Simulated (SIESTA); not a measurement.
The system is TePb.

```
CELL_PARAMETERS angstrom
0.00000 3.23100 3.23100
3.23100 0.00000 3.23100
3.23100 3.23100 0.00000
ATOMIC_POSITIONS crystal
Pb 0.00000 0.00000 0.00000
Te 0.50000 0.50000 0.50000
```

Base run:

- Program: SIESTA 5.4.2
- Functional: PBE
- Potentials or basis: PseudoDojo 0.4 standard (PBE files)
- Basis: DZP (energy shift 0.002 Ry)
- Grid cutoff: 500 Ry
- Energy shift: 0.002 Ry
- k mesh: 7 × 7 × 7
- Occupations: fermi-dirac, width 0.05 eV
- Spin: no spin polarisation

Its results: pressure 3.0 GPa.

The run is repeated on the same cell with these changes: potentials or basis from PseudoDojo 0.4 standard (PBE files) to PseudoDojo 0.4 stringent (PBE files); valence electrons from 30 to 46. What comes out?

Pressure 1.3 GPa.

Caveats: semicore shells carry a single zeta, which can move pressures by several GPa and volumes by a few percent; the basis of atomic orbitals isn't converged, which shifts pressures, moduli and gaps.
